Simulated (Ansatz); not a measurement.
# Cr_Al in AlN (P6_3mc): charge-transition levels and formation energies, part 2 of 2

Wanted: the transition levels of a substitutional impurity in AlN (P6_3mc), from a cell of 72 host atoms with 1 Al taken out and 1 Cr put in.

Ansatz; place-levels on r2SCAN runs: charge-transition levels and formation energies with image-charge correction and potential alignment at the atomic sites; PAW set soft_1.

So far: Set-up; What was run first.

## 3. Placing the levels, r2SCAN

A charged cell interacts with its images and the background, and its potential has another zero than the host's. place-levels removes the first by a point-charge model, screened by the static dielectric constant since the ions have relaxed around the charge, and the second by comparing potentials at atoms far from the defect.

The host is a run of the defect-free crystal in the same cutoffs, grids and k-points, so that basis and sampling errors cancel in part in the differences. The host is run in a cell of 8 atoms on a matching mesh. Its band edges are searched through the zone by a band path, so the gap is smaller than, or equal to, that on the mesh. Chemical potentials are energies per atom of Al (fcc) and Cr (bcc, antiferromagnetic), run with the same functional and cutoff.

levels.point.yaml

```yaml
host:
  run: host.point.run
states: [qm1.point.run, qm1_M4.point.run, qm1_M2.point.run, q0_M1.point.run, q0_M3.point.run, qp1.point.run, qp1_M2.point.run]
geometry_from:
  qm1.point.run: qm1.relax.run
  qm1_M4.point.run: qm1_M4.relax.run
  qm1_M2.point.run: qm1_M2.relax.run
  q0_M1.point.run: q0_M1.relax.run
  q0_M3.point.run: q0_M3.relax.run
  qp1.point.run: qp1.relax_smeared.run
  qp1_M2.point.run: qp1_M2.relax.run
  host.point.run: host.relax.run
chemical_potentials:
  Al:
    energy: -540.418346
    dataset: <sha256 of the dataset>
  Cr:
    energy: -3382.701291
    dataset: "<sha256 of the dataset>"
epsilon: [4.49, 4.49, 4.72]
static_epsilon: [8.15, 8.15, 9.65]
vertical:
  - { from: qm1.point.run, to: qm1.point_neutral.run }
  - { from: qm1_M4.point.run, to: qm1_M4.point_neutral.run }
  - { from: qm1_M2.point.run, to: qm1_M2.point_neutral.run }
  - { from: qp1.point.run, to: qp1.point_neutral.run }
  - { from: qp1_M2.point.run, to: qp1_M2.point_neutral.run }
```

Command:

```
> ansatz place-levels levels.point.yaml -- --threads 4 --pin off --max-ram 15073MiB
```

Log:

```text
[... repeated set-up lines and file paths are left out, and long positions are rounded to six places ...]
(+1/0) 2.248 eV above the valence edge, 2.629 eV under the conduction edge
(0/-1) 3.339 eV above the valence edge, 1.539 eV under the conduction edge
formation energy of charge +1: +1.095 eV with the Fermi level at the valence edge
formation energy of charge 0: +3.344 eV with the Fermi level at the valence edge
formation energy of charge -1: +6.683 eV with the Fermi level at the valence edge
vertical -1 to 0: no energy, since no alignment is typed
  the change from vertical[0].from (qm1.point.run) to vertical[0].to (qm1.point_neutral.run): by its potential at epsilon [4.49, 4.49, 4.72] it stands at 0.463 0.536 0.485, with an rms radius of about 1.2 Å (0.6 0.6 0.9 Å across the planes of the cell's [...]
vertical -1 to 0: no energy, since no alignment is typed
  the change from vertical[1].from (qm1_M4.point.run) to vertical[1].to (qm1_M4.point_neutral.run): by its potential at epsilon [4.49, 4.49, 4.72] it stands at 0.462 0.539 0.486, with an rms radius of about 1.6 Å (1.0 1.2 0.2 Å across the planes of the cell's [...]
vertical -1 to 0: no energy, since no alignment is typed
  the change from vertical[2].from (qm1_M2.point.run) to vertical[2].to (qm1_M2.point_neutral.run): by its potential at epsilon [4.49, 4.49, 4.72] it stands at 0.497 0.566 0.495, with an rms radius of about 1.6 Å (0.9 1.2 0.5 Å across the planes of the cell's [...]
vertical +1 to 0: no energy, since no alignment is typed
  the change from vertical[3].from (qp1.point.run) to vertical[3].to (qp1.point_neutral.run): by its potential at epsilon [4.49, 4.49, 4.72] it stands at 0.467 0.533 0.496, with an rms radius of about 1.8 Å (1.1 1.1 0.8 Å across the planes of the cell's [...]
vertical +1 to 0: no energy, since no alignment is typed
  the change from vertical[4].from (qp1_M2.point.run) to vertical[4].to (qp1_M2.point_neutral.run): by its potential at epsilon [4.49, 4.49, 4.72] it stands at 0.466 0.532 0.494, with an rms radius of about 1.6 Å (1.0 1.0 0.7 Å across the planes of the cell's [...]
  edges by r2scan, gap 4.878 eV; the host is sampled to repeats of 18.64 Å
  the defect's cells are sampled to repeats of 18.64 Å, like sampling
  charge +1: -36273.6175 eV with its correction of +0.389 eV, at epsilon [8.15, 8.15, 9.65], aligned at sites: +0.1264 eV, mean over 33 atomic sites at or beyond 4.66 Å from the host's site at [0.4444, 0.5556, 0.4997] by the defect at [0.4444, 0.5556, [...]
  charge 0: +0.000 eV for its dipole among its images, +0.000 omitted
  charge -1: -36254.1938 eV with its correction of +0.116 eV, at epsilon [8.15, 8.15, 9.65], aligned at sites: +0.1469 eV, mean over 33 atomic sites at or beyond 4.66 Å from the host's site at [0.4444, 0.5556, 0.4997] by the defect at [0.4444, 0.5556, [...]
  charge +1: states[5] (qp1.point.run) stands 1.606 eV higher, with a moment of 0.00 μB against 2.00
  states[5] (qp1.point.run): levels filled in part (TS 0.020 eV): its energy is of no whole electron's
  charge 0: states[3] (q0_M1.point.run) stands 0.731 eV higher, with a moment of 1.00 μB against 3.00
  charge -1: states[2] (qm1_M2.point.run) stands 0.867 eV higher, with a moment of 2.00 μB against 4.00
  charge -1: states[0] (qm1.point.run) stands 2.088 eV higher, with a moment of 0.00 μB against 4.00
  of states[6] (qp1_M2.point.run): stability_check_not_made
  of states[4] (q0_M3.point.run): stability_check_not_made
  of states[1] (qm1_M4.point.run): stability_check_not_made
  of states[3] (q0_M1.point.run): stability_check_not_made
  of states[2] (qm1_M2.point.run): stability_check_not_made
  of vertical[0].to (qm1.point_neutral.run): stability_check_not_made
  of vertical[1].from (qm1_M4.point.run): stability_check_not_made
  of vertical[1].to (qm1_M4.point_neutral.run): stability_check_not_made
  of vertical[2].from (qm1_M2.point.run): stability_check_not_made
  of vertical[2].to (qm1_M2.point_neutral.run): stability_check_not_made
  vertical[3].from (qp1.point.run): levels filled in part (TS 0.020 eV): its energy is of no whole electron's
  of vertical[3].to (qp1.point_neutral.run): stability_check_not_made
  of vertical[4].from (qp1_M2.point.run): stability_check_not_made
  of vertical[4].to (qp1_M2.point_neutral.run): stability_check_not_made
```

Elapsed: 0.87 s, on 4 threads of Arm Neoverse V1, shared host.

Levels between the charges placed, in eV above the valence top:

```
        gap (eV)  (+1/0)  (0/−1)
r2SCAN      4.88    2.25    3.34
```

Corrections by state:

```
charge  moment (μB)  image terms and alignment (eV)  band filling (eV)                               ε used  over the lowest of its charge, as the program ranks them, band filling apart (eV)
    +1          2.0                           0.389                  -  principal values (8.15, 8.15, 9.65)                                                                              0.000
     0          3.0                           0.000                  -                                    -                                                                              0.000
    −1          4.0                           0.116                  -  principal values (8.15, 8.15, 9.65)                                                                              0.000
    +1          0.0                           0.383                  -  principal values (8.15, 8.15, 9.65)                                                                              1.606
     0          1.0                           0.000                  -                                    -                                                                              0.731
    −1          2.0                           0.111                  -  principal values (8.15, 8.15, 9.65)                                                                              0.867
    −1          0.0                           0.133                  -  principal values (8.15, 8.15, 9.65)                                                                              2.088
```

The charged structures listed were also run neutral, and place-levels reads from each pair, by the potential or the spins, how wide the charge is by which they differ; that can be the carrier of either run.

```
charge  rms radius (Å)  spread where it is widest against the cell (Å)  wide from (Å)  reading
    +1             1.6                                            1.05           1.40   narrow
    −1             1.6                                            1.24           1.40   narrow
```

The neutral runs of these pairs need not share the spin of the lowest neutral state, and very wide values only mean spread over the cell.

From the program's caveats on the states, each cut to its opening words:

- charge +1 (2 μB), 0 (3 μB), −1 (4 μB), 0 (1 μB), −1 (2 μB): flagged: stability check not made

Chemical potentials of the elements' reference phases, run alike. Formation energies (elemental references), with the Fermi level at the valence top and at the conduction bottom (gap 4.88 eV):

```
charge  at valence top (eV)  at conduction bottom (eV)  correction included (eV)
    +1                 1.10                       5.97                      0.39
     0                 3.34                       3.34                      0.00
    −1                 6.68                       1.81                      0.12
```

Fermi level (eV), lowest formation energy (eV) and a bar from the least value:
```
     0.00       1.10 
     0.44       1.54 ######
     0.89       1.98 ############
     1.33       2.42 ##################
     1.77       2.87 ########################
     2.22       3.31 ##############################
     2.66       3.34 ##############################
     3.11       3.34 ##############################
     3.55       3.13 ###########################
     3.99       2.69 #####################
     4.43       2.25 ###############
     4.88       1.81 #########
```

## 4. Results

* gap of the host: 4.88 eV (r2SCAN)
* level (plus 1/0): 2.25 eV above the valence top
* level (0/minus 1): 3.34 eV above the valence top
* lowest of the charges placed, just above the valence top (0.02 eV): +1
* lowest of the charges placed, just below the conduction bottom (0.02 eV): −1
* lowest formation energy at mid-gap of the charges run, elemental references: 3.34 eV

What this shows: Of the charges placed (−1, 0 and +1), the lowest changes at 2.25 eV (+1/0) and 3.34 eV (0/−1) above the valence top, in a gap of 4.88 eV. Charges above +1 and below −1 were not placed, so these runs say nothing of levels that involve them. States placed: +1 at 2 μB and 0 μB; 0 at 3 μB and 1 μB; −1 at 4 μB, 2 μB and 0 μB. Other spin states or structures, where not listed, weren't placed. Cr is taken at its element; compounds, which aren't counted here, bound the chemical potentials and would shift these formation energies. Limits: r2SCAN makes the gap too small and tends to spread out bound carriers; where a gas molecule sets a chemical potential or the host's formation energy, its binding is uncorrected.

[Logs are printed without paths, hosts, clocks, repeated set-up lines and the standing remarks that a program may print on its own settings, such as how far it seeks lower states.]

[Hosts, paths, dates, database ids (printed as entryN), source tags and the programs' standing remarks are cut or masked in the printed files.]

[Where a table of states has a column of steps, it counts the stored structures, which are thinned; the runs took as many ionic steps or more.]

[A defect's name tells the site on which it was built; relaxed atoms can leave that site.]

[For some hosts the program warned that the k-mesh of the response run may be too coarse for force constants and the static dielectric constant; such warnings are not shown here.]
